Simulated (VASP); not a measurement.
# TiO2 (P4_2/mnm) in VASP: single point with PBE0

Aim: the single point of TiO2 with PBE0.

Everything below comes from runs of VASP 6.6.1. Logs are shortened: lines on timing, memory, paths and dates and some standing lists are left out, and cuts for length are marked.

**Measured values to compare with.**

From “Shallow Valence Band of Rutile GeO2 and P-type Doping”, 2020, arxiv:2011.08928, for a bulk crystal of TiO2 at 1.6 K: band gap 3.03 eV (direct).

How close the calculation comes is told below.

## (1) Starting point

Symmetry: P4_2/mnm, No. 136, tetragonal system. The conventional cell has a = 4.592 Å, b = 4.592 Å, c = 2.942 Å, α = 90.00°, β = 90.00°, γ = 90.00°. Ti (site symmetry mmm) is surrounded by 6 O at 1.94 to 1.98 Å. Around O (site symmetry m2m) lie 3 Ti at 1.94 to 1.98 Å.

## (2) Single point, PBE0

File POSCAR:

```
TiO2
1.0
    4.5922200000      0.0000000000      0.0000000000
    0.0000000000      4.5922200000      0.0000000000
    0.0000000000      0.0000000000      2.9420300000
Ti O
2 4
Direct
    1.0000000000      0.0000000000      0.0000000000
    0.5000000000      0.5000000000      0.5000000000
    0.3043000000      0.3043000000      0.0000000000
    0.1957000000      0.8043000000      0.5000000000
    0.6957000000      0.6957000000      1.0000000000
    0.8043000000      0.1957000000      0.5000000000
```

File INCAR.step1:

```
PREC = Accurate
ENCUT = 520
EDIFF = 1E-5
ISMEAR = 0
SIGMA = 0.02
LREAL = F
LASPH = T
NELM = 100
ALGO = Normal
ISIF = 2
LWAVE = T
LCHARG = F
GGA = PE
```

File INCAR.step2:

```
PREC = Accurate
ENCUT = 520
EDIFF = 1E-6
ISMEAR = 0
SIGMA = 0.02
LREAL = F
LASPH = T
NELM = 100
ALGO = Normal
ISIF = 2
LWAVE = F
LCHARG = F
GGA = PE
LHFCALC = T
AEXX = 0.25
PRECFOCK = Fast
ISTART = 1
```

File KPOINTS:

```
Automatic mesh
0
Gamma
  4 4 6
```

Potentials or basis: VASP PAW PBE potentials, release 64 (Ti_sv, O).

Command:

```
$ cat potpaw_PBE.64/Ti_sv/POTCAR potpaw_PBE.64/O/POTCAR > POTCAR
$ cp INCAR.step1 INCAR
$ mpirun -np 1 vasp_std > vasp.out
$ cp INCAR.step2 INCAR
$ mpirun -np 1 vasp_std > vasp.out
```

OUTCAR:

```text
PREC = Accurate
   ENCUT = 520
   EDIFF = 1E-6
   ISMEAR = 0
   LREAL = F
   LASPH = T
   NELM = 100
   ISIF = 2
   GGA = PE
   LHFCALC = T
   AEXX = 0.25
   PRECFOCK = Fast
   ISTART = 1

 ion  position               nearest neighbor table
   1  0.000  0.000  0.000-   4 1.94   6 1.94   4 1.94   6 1.94   5 1.98   3 1.98
   2  0.500  0.500  0.500-   3 1.94   5 1.94   3 1.94   5 1.94   4 1.98   6 1.98
   3  0.304  0.304  0.000-   2 1.94   2 1.94   1 1.98
   4  0.196  0.804  0.500-   1 1.94   1 1.94   2 1.98
   5  0.696  0.696  0.000-   2 1.94   2 1.94   1 1.98
   6  0.804  0.196  0.500-   1 1.94   1 1.94   2 1.98

  LATTYP: Found a simple tetragonal cell.
 ALAT       =     4.5922200000
 C/A-ratio  =     0.6406552822

  Lattice vectors:

 A1 = (   4.5922200000,   0.0000000000,   0.0000000000)
 A2 = (   0.0000000000,   4.5922200000,   0.0000000000)
 A3 = (   0.0000000000,   0.0000000000,   2.9420300000)

Analysis of symmetry for initial positions (statically):
=====================================================================
 Subroutine PRICEL returns:
 Original cell was already a primitive cell.

 Routine SETGRP: Setting up the symmetry group for a
 simple tetragonal supercell.

 Subroutine GETGRP returns: Found 16 space group operations
 (whereof  8 operations were pure point group operations)
 out of a pool of 16 trial point group operations.

The static configuration has the point symmetry D_2h.
 The point group associated with its full space group is D_4h.

Analysis of symmetry for dynamics (positions and initial velocities):
=====================================================================
 Subroutine PRICEL returns:
 Original cell was already a primitive cell.

 Routine SETGRP: Setting up the symmetry group for a
 simple tetragonal supercell.

 Subroutine GETGRP returns: Found 16 space group operations
 (whereof  8 operations were pure point group operations)
 out of a pool of 16 trial point group operations.

The dynamic configuration has the point symmetry D_2h.
 The point group associated with its full space group is D_4h.

 Subroutine INISYM returns: Found 16 space group operations
 (whereof  8 operations are pure point group operations),
 and found     1 'primitive' translations

----------------------------------------------------------------------------------------

                                     Primitive cell

  volume of cell :      62.0430

  direct lattice vectors                    reciprocal lattice vectors
     4.592220000  0.000000000  0.000000000     0.217759602  0.000000000  0.000000000
     0.000000000  4.592220000  0.000000000     0.000000000  0.217759602  0.000000000
     0.000000000  0.000000000  2.942030000     0.000000000  0.000000000  0.339901361

  length of vectors
     4.592220000  4.592220000  2.942030000     0.217759602  0.217759602  0.339901361

  position of ions in fractional coordinates (direct lattice)
     0.000000000  0.000000000  0.000000000
     0.500000000  0.500000000  0.500000000
     0.304300000  0.304300000  0.000000000
     0.195700000  0.804300000  0.500000000
     0.695700000  0.695700000  0.000000000
     0.804300000  0.195700000  0.500000000

  ion indices of the primitive-cell ions
   primitive index   ion index
                 1           1
                 2           2
                 3           3
                 4           4
                 5           5
                 6           6

----------------------------------------------------------------------------------------

 KPOINTS: Automatic mesh

Automatic generation of k-mesh.
 Grid dimensions read from file:
 generate k-points for:    4    4    6

 Generating k-lattice:

  Cartesian coordinates                     Fractional coordinates (reciprocal lattice)
     0.054439901  0.000000000  0.000000000     0.250000000  0.000000000  0.000000000
     0.000000000  0.054439901  0.000000000     0.000000000  0.250000000  0.000000000
     0.000000000  0.000000000  0.056650227     0.000000000  0.000000000  0.166666667

  Length of vectors
     0.054439901  0.054439901  0.056650227

  Shift w.r.t. Gamma in fractional coordinates (k-lattice)
     0.000000000  0.000000000  0.000000000

 Subroutine IBZKPT returns following result:
 ===========================================

 Found     24 irreducible k-points:

 Following reciprocal coordinates:
            Coordinates               Weight
  0.000000  0.000000  0.000000      1.000000
  0.250000  0.000000  0.000000      4.000000
  0.500000  0.000000  0.000000      2.000000
  0.250000  0.250000  0.000000      4.000000
  0.500000  0.250000  0.000000      4.000000
  0.500000  0.500000  0.000000      1.000000
[... 16 lines left out ...]
  0.500000  0.250000  0.500000      4.000000
  0.500000  0.500000  0.500000      1.000000
   k-points           NKPTS =     24   k-points in BZ     NKDIM =     96   number of bands    NBANDS=     28
   number of dos      NEDOS =    301   number of ions     NIONS =      6
   total plane-waves  NPLWV =  31104
   dimension x,y,z NGX =    36 NGY =   36 NGZ =   24
   dimension x,y,z NGXF=    72 NGYF=   72 NGZF=   48
   ions per type =               2   4
   NGX,Y,Z   is equivalent  to a cutoff of  13.03, 13.03, 13.56 a.u.
   NGXF,Y,Z  is equivalent  to a cutoff of  26.07, 26.07, 27.12 a.u.
 SYSTEM =  unknown system
   PREC   = accura    normal or accurate (medium, high low for compatibility)
   ISTART =      1    job   : 0-new  1-cont  2-samecut
   ICHARG =      0    charge: 1-file 2-atom 10-const
   ISPIN  =      1    spin polarized calculation?
   LNONCOLLINEAR =      F non collinear calculations
   LSORBIT =      F    spin-orbit coupling
   LASPH  =      T    aspherical Exc in radial PAW
   ENCUT  =  520.0 eV  38.22 Ry    6.18 a.u.   8.54  8.54  5.47*2*pi/ulx,y,z
   NELM   =    100;   NELMIN=  2; NELMDL=  0     # of ELM steps
   EDIFF  = 0.1E-05   stopping-criterion for ELM
   LREAL  =      F    real-space projection
   EDIFFG = 0.1E-04   stopping-criterion for IOM
   NSW    =      0    number of steps for IOM
   IBRION =     -1    ionic relax: 0-MD 1-quasi-New 2-CG
   NFREE  =      0    steps in history (QN), initial steepest desc. (CG)
   ISIF   =      2    stress and relaxation
   ISYM   =      3    0-nonsym 1-usesym 2-fastsym
   POTIM  = 0.5000    time-step for ionic-motion
   TEBEG  =    0.0;   TEEND  =   0.0 temperature during run
   PSTRESS=    0.0 pullay stress
   NELECT =      48.0000    total number of electrons
   NUPDOWN=      -1.0000    fix difference up-down
   EMIN   =  10.00;   EMAX   =-10.00  energy-range for DOS
   EFERMI =   0.00;   METHOD = LEGACY
   ISMEAR =     0;   SIGMA  =   0.02  broadening in eV -4-tet -1-fermi 0-gaus
   EFERMI_NEDOS =   21; number of points for ismear=-14 and -15
   IALGO  =     38    algorithm
   IMIX   =      1    mixing-type and parameters
     AMIX     =   0.40;   BMIX     =  1.00
     AMIX_MAG =   1.60;   BMIX_MAG =  1.00
  volume/ion in A,a.u.               =      10.34        69.78
  Fermi-wavevector in a.u.,A,eV,Ry     =   1.502880  2.840032 30.730792  2.258649
  Thomas-Fermi vector in A             =   2.614063
   LORBIT       =      0    0 simple, 1 ext, 2 COOP (PROOUT), +10 PAW based schemes
   GGA     = PE    functional components
   LHFCALC =     T    Hartree Fock is set to
   PRECFOCK=fast      Normal, Fast or Accurate (Low or Medium for compatibility)
   ENCUT4O =  -1.0   cutoff for four orbital integrals eV
   NKREDX  =     1    reduce k-point grid by
   NKREDY  =     1    reduce k-point grid by
   NKREDZ  =     1    reduce k-point grid by
   AEXX    =    0.2500 exact exchange contribution
   HFSCREEN=    0.0000 screening length (either q_TF or 0.3 A-1)
   HFSCREENC=   0.0000 screening length for correlation (either q_TF or 0.3 A-1)
   ENCUTFOCK=  -1.0 apply spherical cutoff to Coloumb kernel
   IVDW    =     0    specifies the selected vdW correction
   LEPSILON=     F    determine dielectric tensor
   LRPA    =     F    only Hartree local field effects (RPA)
 non-spin polarized calculation
 Gauss-broadening in eV      SIGMA  =   0.02
  energy-cutoff  :      520.00
  volume of cell :       62.04
 maximum number of plane-waves:      1696
 NGX is ok and might be reduce to    36
  NGX = 20; NGY = 20; NGZ = 12

 number of electron      48.0000019 magnetization

 Free energy of the ion-electron system (eV)
  ---------------------------------------------------
  ext. energy  EPLUGINS =         0.00000000
  ---------------------------------------------------
  free energy    TOTEN  =       -70.55522410 eV

  energy without entropy =      -70.55522410  energy(sigma->0) =      -70.55522410

 E-fermi :   3.6882     XC(G=0):  -9.0048

 val. band max:        3.5563359213   @ k =   0.0000   0.0000   0.0000
 cond. band min:       7.6871007895   @ k =   0.0000   0.0000   0.0000
 fundamental gap:      4.1307648682
 Fermi energy:         3.6882091861

 k-point     1 :       0.0000    0.0000    0.0000
  band No.  band energies     occupation
      1     -57.7522      2.00000
      2     -57.7336      2.00000
      3     -32.3980      2.00000
      4     -32.3980      2.00000
      5     -32.2162      2.00000
      6     -32.2162      2.00000
[... 20 lines left out ...]
     27       8.3206      0.00000
     28       8.4166      0.00000

 k-point     2 :       0.2500    0.0000    0.0000
  band No.  band energies     occupation
      1     -57.7495      2.00000
      2     -57.7363      2.00000
      3     -32.3759      2.00000
      4     -32.3745      2.00000
      5     -32.2418      2.00000
      6     -32.2402      2.00000
[... 20 lines left out ...]
     27       8.6766      0.00000
     28       8.7483      0.00000

 k-point     3 :       0.5000    0.0000    0.0000
  band No.  band energies     occupation
      1     -57.7429      2.00000
      2     -57.7429      2.00000
      3     -32.3365      2.00000
      4     -32.3365      2.00000
      5     -32.2817      2.00000
      6     -32.2817      2.00000
[... 20 lines left out ...]
     27       9.0156      0.00000
     28       9.0156      0.00000

 k-point     4 :       0.2500    0.2500    0.0000
  band No.  band energies     occupation
      1     -57.7475      2.00000
      2     -57.7382      2.00000
      3     -32.4062      2.00000
      4     -32.3374      2.00000
      5     -32.2808      2.00000
      6     -32.2102      2.00000
[... 20 lines left out ...]
     27       8.4860      0.00000
     28       9.0217      0.00000

 k-point     5 :       0.5000    0.2500    0.0000
  band No.  band energies     occupation
      1     -57.7429      2.00000
      2     -57.7429      2.00000
      3     -32.3860      2.00000
      4     -32.3860      2.00000
      5     -32.2323      2.00000
      6     -32.2323      2.00000
[... 20 lines left out ...]
     27       8.7203      0.00000
     28       8.7203      0.00000

 k-point     6 :       0.5000    0.5000    0.0000
  band No.  band energies     occupation
      1     -57.7429      2.00000
      2     -57.7429      2.00000
      3     -32.4144      2.00000
      4     -32.4144      2.00000
      5     -32.2041      2.00000
      6     -32.2041      2.00000
[... 463 lines left out ...]
      5     -32.2289      2.00000
      6     -32.2289      2.00000
[... 20 lines left out ...]
     27       9.3254      0.00000
     28       9.3254      0.00000

 k-point    22 :       0.2500    0.2500    0.5000
  band No.  band energies     occupation
      1     -57.6988      2.00000
      2     -57.6988      2.00000
      3     -32.6534      2.00000
      4     -32.6442      2.00000
      5     -32.2403      2.00000
      6     -32.2280      2.00000
[... 20 lines left out ...]
     27       9.2132      0.00000
     28       9.3303      0.00000

 k-point    23 :       0.5000    0.2500    0.5000
  band No.  band energies     occupation
      1     -57.6987      2.00000
      2     -57.6987      2.00000
      3     -32.6487      2.00000
      4     -32.6487      2.00000
      5     -32.2348      2.00000
      6     -32.2348      2.00000
[... 20 lines left out ...]
     27       9.3399      0.00000
     28       9.3399      0.00000

 k-point    24 :       0.5000    0.5000    0.5000
  band No.  band energies     occupation
      1     -57.6987      2.00000
      2     -57.6987      2.00000
      3     -32.6422      2.00000
      4     -32.6422      2.00000
      5     -32.2416      2.00000
      6     -32.2416      2.00000
[... 20 lines left out ...]
     27       9.1884      0.00000
     28       9.1884      0.00000

------------------------ aborting loop because EDIFF is reached ----------------------------------------

  FORCE on cell =-STRESS in cart. coord.  units (eV):
  Direction    XX          YY          ZZ          XY          YZ          ZX
  --------------------------------------------------------------------------------------
  -------------------------------------------------------------------------------------
  Total       -0.4366699     -0.4366699     -0.0555883      0.0000000      0.0000000      0.0000000
  in kB      -11.2764231    -11.2764231     -1.4354944      0.0000000      0.0000000      0.0000000
  external PRESSURE =      -7.9961135 kB  Pullay stress =       0.0000000 kB

 VOLUME and BASIS-vectors are now :
 -----------------------------------------------------------------------------
  energy-cutoff  :      520.00
  volume of cell :       62.04
      direct lattice vectors                 reciprocal lattice vectors
     4.592220000  0.000000000  0.000000000     0.217759602  0.000000000  0.000000000
     0.000000000  4.592220000  0.000000000     0.000000000  0.217759602  0.000000000
     0.000000000  0.000000000  2.942030000     0.000000000  0.000000000  0.339901361

 POSITION                                       TOTAL-FORCE (eV/Angst)
 -----------------------------------------------------------------------------------
      0.00000      0.00000      0.00000         0.000000      0.000000      0.000000
      2.29611      2.29611      1.47101         0.000000      0.000000      0.000000
      1.39741      1.39741      0.00000         0.089352      0.089352      0.000000
      0.89870      3.69352      1.47101        -0.089352      0.089352      0.000000
      3.19481      3.19481      0.00000        -0.089352     -0.089352     -0.000000
      3.69352      0.89870      1.47101         0.089352     -0.089352     -0.000000
 -----------------------------------------------------------------------------------
    total drift:                                0.000002     -0.000000      0.000000

  FREE ENERGIE OF THE ION-ELECTRON SYSTEM (eV)
  ---------------------------------------------------
  free  energy   TOTEN  =       -70.5552241025 eV

  energy  without entropy=      -70.5552241025  energy(sigma->0) =      -70.55522410
```

Run time: 70 min. Hardware: 1 thread of Intel Xeon 6975P-C (Granite Rapids), shared host; peak memory 0.2 GiB.

What came out:

```
Free energy            : -70.5552 eV
Pressure               : -0.8 GPa
Largest force          : 0.126 eV/Å
Band gap on the k mesh : 4.13 eV, direct
```

Forces in eV/Å, atoms in the order of the input:
```
Ti   0.000  0.000  0.000
Ti   0.000  0.000  0.000
O    0.089  0.089  0.000
O   -0.089  0.089  0.000
O   -0.089 -0.089  0.000
O    0.089 -0.089  0.000
```

Caveat: the PAW data sets were made with another functional, which shifts forces and pressure a little.

## (3) Comparison with measurements

Step 2. Measured gap of TiO2: 3.03 eV (direct; 1.6 K; quoted in “Shallow Valence Band of Rutile GeO2 and P-type Doping”, 2020, arxiv:2011.08928). This calculation gives 4.13 eV (+1.10 eV). 2 values of this kind are on record in papers (3.03 to 3.05 eV); this one was drawn at random among those near their median. The value is that of PBE0 on a finite k mesh, which can miss the band edges, without temperature or zero-point motion.
